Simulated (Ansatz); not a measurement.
**Nudged elastic band run: Nb16H3C**

Input file:

```yaml
crystal:
  lattice:
    - [6.6, 0.0, 0.0]
    - [3.3, 4.666905, 0.0]
    - [0.0, 0.0, 20.000357]
  atoms:
    - { symbol: Nb, position: [-0.25, 0.5, 0.0499991] }
    - { symbol: Nb, position: [0.25, 0.5, 0.0499991] }
    - { symbol: Nb, position: [-0.25, 1.0, 0.0499991] }
    - { symbol: Nb, position: [0.25, 1.0, 0.0499991] }
    - { symbol: Nb, position: [0.00032038, -0.00085326, 0.16132147] }
    - { symbol: Nb, position: [0.50001382, -0.00102221, 0.16165619] }
    - { symbol: Nb, position: [0.00071808, 0.49944788, 0.16098123] }
    - { symbol: Nb, position: [0.49933644, 0.49921347, 0.16090499] }
    - { symbol: Nb, position: [-0.25013245, 0.49847117, 0.27513125] }
    - { symbol: Nb, position: [0.25026445, 0.49764014, 0.27818629] }
    - { symbol: Nb, position: [-0.25001425, 0.99874897, 0.27693374] }
    - { symbol: Nb, position: [0.24921041, 0.99865322, 0.2771794] }
    - { symbol: Nb, position: [-0.00733714, 0.01236111, 0.38511348] }
    - { symbol: Nb, position: [0.50280002, -0.01065568, 0.38910299] }
    - { symbol: Nb, position: [-0.00106799, 0.49910965, 0.39190686] }
    - { symbol: Nb, position: [0.50345432, 0.49325738, 0.39162774] }
    - { symbol: C, position: [0.31887872, 0.36090325, 0.47565685] }
    - { symbol: H, position: [0.42343156, 0.14457449, 0.49975744] }
    - { symbol: H, position: [0.39982895, 0.46771849, 0.49929194] }
    - { symbol: H, position: [0.13068998, 0.47707639, 0.49944058] }
basis:
  ecutwfc: 420.0
kpoints:
  mp_grid: { grid: [3, 4, 1] }
hamiltonian:
  xc: pbe
  dispersion: d3bj
  pseudopotentials: { kind: paw, azcp: { folder: soft_1 } }
scf:
  occupations: { method: gaussian, width: 0.1 }
  lower_state_search: "off"
neb:
  images: 5
  f_tol: 0.05
  initial_path: idpp
  max_iterations: 44
  spring: 2.0
  constraints: [{ sites: [0, 1, 2, 3] }]
  final_atoms:
    - { symbol: Nb, position: [-0.25, 0.5, 0.0499991] }
    - { symbol: Nb, position: [0.25, 0.5, 0.0499991] }
    - { symbol: Nb, position: [-0.25, 1.0, 0.0499991] }
    - { symbol: Nb, position: [0.25, 1.0, 0.0499991] }
    - { symbol: Nb, position: [0.00071809, -0.00055215, 0.16098123] }
    - { symbol: Nb, position: [0.49933645, -0.00078656, 0.16090499] }
    - { symbol: Nb, position: [0.00032039, 0.49914671, 0.16132147] }
    - { symbol: Nb, position: [0.50001383, 0.49897776, 0.16165619] }
    - { symbol: Nb, position: [-0.25001424, 0.49874894, 0.27693374] }
    - { symbol: Nb, position: [0.24921042, 0.49865319, 0.2771794] }
    - { symbol: Nb, position: [-0.25013244, 0.99847114, 0.27513125] }
    - { symbol: Nb, position: [0.25026446, 0.99764011, 0.27818629] }
    - { symbol: Nb, position: [-0.00106798, -0.00089038, 0.39190686] }
    - { symbol: Nb, position: [0.50345433, -0.00674265, 0.39162774] }
    - { symbol: Nb, position: [-0.00733713, 0.51236108, 0.38511348] }
    - { symbol: Nb, position: [0.50280003, 0.48934429, 0.38910299] }
    - { symbol: C, position: [0.31887873, 0.86090322, 0.47565685] }
    - { symbol: H, position: [0.42343157, 0.64457446, 0.49975744] }
    - { symbol: H, position: [0.39982896, 0.96771846, 0.49929194] }
    - { symbol: H, position: [0.13068999, 0.97707636, 0.49944058] }
  order_check: true
```

Run as:

```bash
$ ansatz run input.yaml --threads 4 --pin off --max-ram 10240MiB --backend cpu --events-out ev --progress --plain --runs-dir out
```

Output, in part (warnings, iteration lines):

```
NEB end point (image 6): max|allowed force component| = 2.470e-2 eV/Å (the criterion of neb.relax_end_points is 1.000e-2)
NEB iter   1: max|band force component| = 3.280e0 eV/Å  barrier→ = 1.2359 eV  barrier← = 1.2359 eV  Δτ_max = 0.2000 Å  (77 SCF iters)
NEB iter   2: max|band force component| = 1.473e0 eV/Å  barrier→ = 0.7012 eV  barrier← = 0.7012 eV  Δτ_max = 0.2000 Å  (45 SCF iters)
NEB iter   3: max|band force component| = 8.783e-1 eV/Å  barrier→ = 0.6479 eV  barrier← = 0.6479 eV  Δτ_max = 0.2000 Å  (43 SCF iters)
NEB iter   4: max|band force component| = 3.042e-1 eV/Å  barrier→ = 0.4369 eV  barrier← = 0.4369 eV  CI = image 4  Δτ_max = 0.1992 Å  (38 SCF iters)
NEB iter   5: max|band force component| = 3.071e-1 eV/Å  barrier→ = 0.4791 eV  barrier← = 0.4791 eV  CI = image 4  Δτ_max = 0.1000 Å  (38 SCF iters)
NEB iter   6: max|band force component| = 1.536e-1 eV/Å  barrier→ = 0.4705 eV  barrier← = 0.4705 eV  CI = image 4  Δτ_max = 0.1000 Å  (35 SCF iters)
NEB iter   7: max|band force component| = 1.196e-1 eV/Å  barrier→ = 0.4685 eV  barrier← = 0.4685 eV  CI = image 4  Δτ_max = 0.1010 Å  (34 SCF iters)
NEB iter   8: max|band force component| = 1.990e-1 eV/Å  barrier→ = 0.4671 eV  barrier← = 0.4671 eV  CI = image 4  Δτ_max = 0.0508 Å  (34 SCF iters)
NEB iter   9: max|band force component| = 1.727e-1 eV/Å  barrier→ = 0.4666 eV  barrier← = 0.4666 eV  CI = image 4  Δτ_max = 0.1010 Å  (31 SCF iters)
NEB iter  10: max|band force component| = 2.122e-1 eV/Å  barrier→ = 0.4660 eV  barrier← = 0.4660 eV  CI = image 4  Δτ_max = 0.2000 Å  (33 SCF iters)
NEB iter  11: max|band force component| = 2.057e-1 eV/Å  barrier→ = 0.4657 eV  barrier← = 0.4657 eV  CI = image 4  Δτ_max = 0.1978 Å  (33 SCF iters)
NEB iter  12: max|band force component| = 2.313e-1 eV/Å  barrier→ = 0.4655 eV  barrier← = 0.4655 eV  CI = image 4  Δτ_max = 0.0996 Å  (33 SCF iters)
NEB iter  13: max|band force component| = 1.321e-1 eV/Å  barrier→ = 0.4655 eV  barrier← = 0.4655 eV  CI = image 4  Δτ_max = 0.0997 Å  (32 SCF iters)
NEB iter  14: max|band force component| = 1.386e-1 eV/Å  barrier→ = 0.4654 eV  barrier← = 0.4654 eV  CI = image 4  Δτ_max = 0.0263 Å  (32 SCF iters)
NEB iter  15: max|band force component| = 5.603e-2 eV/Å  barrier→ = 0.4654 eV  barrier← = 0.4654 eV  CI = image 4  Δτ_max = 0.0175 Å  (29 SCF iters)
NEB iter  16: max|band force component| = 2.084e-2 eV/Å  barrier→ = 0.4654 eV  barrier← = 0.4654 eV  CI = image 4  CI's point: of a kind that is not told: the force calls were inconclusive, a negative curvature could not be distinguished from the path's own, the only one lies far off the path, or fixed occupations may fill a level only in part  Δτ_max = 0.0000 Å  (353 SCF iters)
```

The run converged. The profile has 2 maxima (images 1, 4) with wells between them (image 2): this band takes more than one step, which may be the mechanism or a detour left from its start path. By the program's own check the climbing image is of a kind that is not told: the force calls were inconclusive, a negative curvature could not be distinguished from the path's own, the only one lies far off the path, or fixed occupations may fill a level only in part (lowest curvatures found: -0.30 and 0.04 eV/Å²). Limits of this set-up: coarse k mesh, thin slab, slab without dipole correction, odd electron count without spin, a typed lattice constant that wasn't relaxed here.

Final band (atoms are numbered from 1 in the order of the input):

```tsv
image	path coordinate (Å)	energy (eV)	Nb15–C17 (Å)	Nb13–C17 (Å)
0	0.00	0.00	2.44	3.54
1	1.50	0.17	2.39	3.09
2	3.00	0.03	2.41	2.52
3	4.50	0.13	2.64	2.42
4	6.00	0.47	3.47	2.42
5	7.16	0.15	3.74	2.41
6	8.32	0.00	3.54	2.44
```

Run time: 29 min on 4 threads of Intel(R) Xeon(R) Platinum 8259CL CPU @ 2.50GHz (Skylake/Cascade Lake), on a shared host, peak memory 4.9 GiB.
